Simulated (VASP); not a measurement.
**AgBr (strained database structure): one PBE single-point calculation in two programs**

```yaml
crystal:
  lattice:
    - [3.99841, 0.00000, 0.04051]
    - [0.00000, 3.99820, 0.00000]
    - [-0.05635, 0.00000, 5.65108]
  atoms:
    - { symbol: Ag, position: [0.74997, 0.75000, 0.74998] }
    - { symbol: Ag, position: [0.25003, 0.25000, 0.25002] }
    - { symbol: Br, position: [0.24998, 0.25000, 0.75000] }
    - { symbol: Br, position: [0.75002, 0.75000, 0.25000] }
```

Each program uses its own PAW datasets. VASP's cell holds 36 valence electrons and Ansatz's 52. Ansatz's stress includes a Pulay correction; VASP's doesn't.

Cutoffs: 520 eV in VASP, 420 eV in Ansatz. k meshes: 6×6×4 and 6×6×4.

```tsv
	VASP	Ansatz
gap between bands v and c	0.67 eV	0.67 eV
least direct gap	2.77 eV	2.77 eV
pressure	4.9 GPa	4.9 GPa
```

Band v is the last that the valence electrons fill when counted band by band, and c is the next. Levels in eV from the top of v, Ansatz:

```tsv
point	v−1	v	c	c+1
Γ	-2.11	-2.10	0.67	1.50
X	-2.41	-2.41	1.50	1.50
P	-1.67	-1.67	3.86	3.86
N	0.00	0.00	3.60	3.60
S	-1.32	-0.84	2.57	2.92
S_0	-1.32	-0.84	2.57	2.92
R	-1.75	-1.67	3.36	3.85
G	-1.75	-1.67	3.36	3.85
```

VASP:

```tsv
point	v−1	v	c	c+1
Γ	-2.11	-2.11	0.67	1.49
X	-2.41	-2.41	1.50	1.50
P	-1.67	-1.67	3.85	3.85
N	0.00	0.00	3.60	3.60
S	-1.32	-0.84	2.57	2.92
S_0	-1.32	-0.84	2.57	2.92
R	-1.75	-1.67	3.36	3.85
G	-1.75	-1.67	3.36	3.85
```
